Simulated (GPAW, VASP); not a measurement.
This is a calculation of Si2Mo for GPAW 26.7.0 (ASE script). 

The input run.py:

```python
from ase import Atoms
from ase.dft.bandgap import bandgap
from ase.io import write
from ase.units import Bohr, GPa
from gpaw import GPAW, PW, setup_paths
from gpaw.elf import elf_from_dft_calculation

setup_paths.insert(0, '.')

atoms = Atoms(['Mo', 'Si', 'Si'],
              cell=[[-1.6, 1.6, 3.9305],
                    [1.6, -1.6, 3.9305],
                    [1.6, 1.6, -3.9305]],
              scaled_positions=[[0.0, 0.0, 0.0],
                                [0.667, 0.667, 0.0],
                                [0.333, 0.333, 0.0]],
              pbc=True)

calc = GPAW(mode=PW(600),
            xc='PBEsol',
            kpts={'size': (12, 12, 12), 'gamma': True},
            occupations={'name': 'fermi-dirac', 'width': 0.05},
            nbands=23,
            convergence={'density': 1e-05, 'energy': 1e-05},
            maxiter=150,
            txt='gpaw.txt')
atoms.calc = calc
energy = atoms.get_potential_energy()
forces = atoms.get_forces()
stress = atoms.get_stress()
calc.write('gs.gpw')
write('result.traj', atoms)
print(f'Energy: {energy:.6f} eV')
print('Forces (eV/A):')
print(forces.round(4))
print('Stress (GPa):', (stress / GPa).round(3))
print('Fermi level:', round(calc.get_fermi_level(), 4), 'eV')
print(f'Gap: {bandgap(calc)[0]:.4f} eV, direct: {bandgap(calc, direct=True)[0]:.4f} eV')

# fields on the real-space grid
write('density.cube', atoms, data=calc.get_pseudo_density() * Bohr**3)
write('potential.cube', atoms, data=calc.get_electrostatic_potential())
write('elf.cube', atoms, data=elf_from_dft_calculation(calc).data)
```

Potentials or basis: PAW data sets generated in the run's folder for this functional, pw.

The run is started by

```console
$ gpaw-setup -f PBEsol Mo Si
$ OMP_NUM_THREADS=1 python run.py
```

Task: What does the same run look like in VASP 6.6.1? Potentials or basis there: PBE PAW files Mo_sv, Si, 520 eV.

Result: As run (cutoffs and basis follow the program's own potentials, and thresholds, step limits or extra output files can differ):

The input INCAR:

```
SYSTEM = Si2Mo
PREC = Accurate
ENCUT = 520
EDIFF = 1E-7
ISMEAR = -1
SIGMA = 0.05
LREAL = .False.
LASPH = .True.
NELM = 80
ALGO = Normal
ISIF = 2
LWAVE = .False.
LCHARG = .False.
GGA = PS
NBANDS = 18
```

KPOINTS

```
regular mesh
0
Gamma
  12 12 12
  0 0 0
```

Contents of POSCAR:

```
Si2Mo
1.0
   -1.6000000000      1.6000000000      3.9305000000
    1.6000000000     -1.6000000000      3.9305000000
    1.6000000000      1.6000000000     -3.9305000000
Mo Si
1 2
Direct
    0.0000000000      0.0000000000      0.0000000000
    0.6670000000      0.6670000000      0.0000000000
    0.3330000000      0.3330000000      0.0000000000
```

Potentials or basis: VASP PAW PBE potentials, release 64 (Mo_sv, Si).

Command:

```console
$ cat potpaw_PBE.64/Mo_sv/POTCAR potpaw_PBE.64/Si/POTCAR > POTCAR
$ mpirun -np 1 vasp_std > vasp.out
```

Both were run:

|  | GPAW | VASP |
| --- | --- | --- |
| Pressure | -2.1 GPa | -2.4 GPa |
| Largest force | 0.313 eV/Å | 0.322 eV/Å |

VASP's potentials were made for PBE.

Pressure is positive in compression.
